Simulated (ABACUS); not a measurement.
Lu in ABACUS: the effect of functional

Crystal: Lu.

```xyz
2
Lattice="3.4796 0.0000 0.0000 -1.7398 3.0134 0.0000 0.0000 0.0000 5.5136" Properties=species:S:1:pos:R:3 pbc="T T T"
Lu    1.7398    1.0045    4.1352
Lu    0.0000    2.0089    1.3784
```

The cell isn't the ideal one: volume scaled by 0.98.

Alike in all runs:

- Program: ABACUS 3.10.1
- Task: equation of state
- Potentials or basis: PseudoDojo NC SR 0.4.1 PBE standard
- Cutoff: 1361 eV
- Density cutoff: 5442 eV
- Basis: plane waves
- k mesh: 6 × 6 × 4
- Occupations: fermi-dirac, width 0.05 eV
- Spin: no spin polarisation

Question: One run gave: pressure -2.6 GPa. Which functional did it use?
A. BLYP
B. LDA
C. PBEsol
D. PBE
E. PW91

Answer: C.

| functional | pressure (GPa) |
| --- | --- |
| LDA | -5.8 |
| PBE | 0.2 |
| PBEsol | -2.6 |
| PW91 | -0.3 |
| BLYP | 1.0 |

Caveats: the potentials were made for another functional, which shifts forces and pressure (some runs).
